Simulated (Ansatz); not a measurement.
Crystal: GaSb.

```
Sb Ga
1.0
     0.00000    3.05900    3.05900
     3.05900    0.00000    3.05900
     3.05900    3.05900    0.00000
Sb Ga
1 1
Direct
  0.75000 0.75000 0.75000
  0.00000 0.00000 0.00000
```

Base run:

| Property | Result |
| --- | --- |
| Program | Ansatz 0.2.0 |
| Functional | r2SCAN |
| Potentials or basis | Ansatz PAW |
| Cutoff | 500 eV (not typed: the program's choice for these potentials) |
| k mesh | 8 × 8 × 8 |
| Occupations | fermi-dirac, width 0.05 eV |
| Spin | no spin polarisation |

Its results: band gap on the k mesh 0.47 eV, direct; pressure 0.4 GPa.

Question: After a change of settings the same cell gave: band gap on the k mesh none (metal or under the smearing width); pressure 5.3 GPa. Which change was it?
A. functional from r2SCAN to BLYP; cutoff from 500 eV (not typed: the program's choice for these potentials) to 420 eV (not typed: the program's choice for these potentials)
B. functional from r2SCAN to r2SCANh; k mesh from 8 × 8 × 8 to 4 × 4 × 4
C. functional from r2SCAN to PBE; cutoff from 500 eV (not typed: the program's choice for these potentials) to 420 eV (not typed: the program's choice for these potentials); occupations from fermi-dirac, width 0.05 eV to gaussian, width 0.016 eV
D. functional from r2SCAN to r2SCAN0; k mesh from 8 × 8 × 8 to 4 × 4 × 4

Answer: A.

r2SCAN gives the wider gap, since meta-GGAs in the generalised Kohn-Sham scheme recover part of the derivative discontinuity.

Caveats: spin-orbit coupling is left out, which moves the levels of the heavy elements; the PAW data sets come from PBE, with cores solved anew for the run's functional, which leaves a small shift of forces and pressure; this crystal is a semiconductor, whose small gap the functional closes, so the metal is an error of the method (some runs).
